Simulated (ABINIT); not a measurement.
Runs of ABINIT 10.8.3 (patched build) on ZrB2. Symmetry: P6/mmm, No. 191, hexagonal system. The conventional cell has a = 3.170 Å, b = 3.170 Å, c = 3.533 Å, α = 90.00°, β = 90.00°, γ = 120.00°. Zr (site symmetry 6/mmm) is surrounded by 12 B at 2.54 Å. B (site symmetry -6m2) is surrounded by 3 B at 1.83 Å. 

```csv
task,level,potentials or basis,cell,k mesh,cutoff (eV),cell freedom (optcell),optimiser (ionmov),cutoff smearing ecutsm (Ha),force stop (Ha/bohr),bands in the sums,gap on the mesh (eV),pressure (GPa),relaxed volume (Å³/atom)
relaxation of cell and atoms,PBE,PseudoDojo NC SR PBE v0.4.1 standard,relaxed,8 × 8 × 6,1034,2,2,0.5,2e-05,-,none,0.0,(b)
optical spectrum,LDA,PseudoDojo NC SR LDA v0.4 stringent,as given,"12 × 12 × 8, shifted",925,-,-,-,-,15,-,-8.9,-
single point,PBE,PseudoDojo NC SR PBE v0.4.1 standard,as given,8 × 8 × 6,762,-,-,-,-,-,none,-,-
phonons at a zone-boundary q,PBEsol,PseudoDojo NC SR PBEsol v0.4.1 standard,cell relaxed at zero pressure by an earlier run,"8 × 8 × 6, shifted",1034,-,-,0.5,-,-,-,0.0,-
single point,PBE,PseudoDojo NC SR PBE v0.4.1 standard,cell relaxed,8 × 8 × 6,1034,-,-,-,-,-,none,-0.1,-
relaxation of cell and atoms,PBEsol,PseudoDojo NC SR PBEsol v0.4.1 standard,relaxed,8 × 8 × 6,1034,2,2,0.5,2e-05,-,none,0.0,10.09
single point,PBEsol,PseudoDojo NC SR PBEsol v0.4.1 standard,as given,8 × 8 × 6,925,-,-,-,-,-,none,(a),-
single point,PBEsol,PseudoDojo NC SR PBEsol v0.4.1 standard,cell relaxed,8 × 8 × 6,1034,-,-,-,-,-,none,0.0,-
```

Alike in all rows: no spin polarisation; smearing fermi-dirac 0.05 eV.

Question: Fill in the values left out.

Answer: (a) -3.9; (b) 10.28.

Caveats: the intraband (Drude) term is left out (some runs); spectra need much finer meshes, so this one isn't converged (some runs); independent-particle spectra lack excitons (some runs); the mesh is coarse for a metal's response (some runs).

A k mesh can miss the band edges, and the runs leave out spin-orbit coupling on Zr.

A gap of «none» marks a metal or a gap under the smearing width.
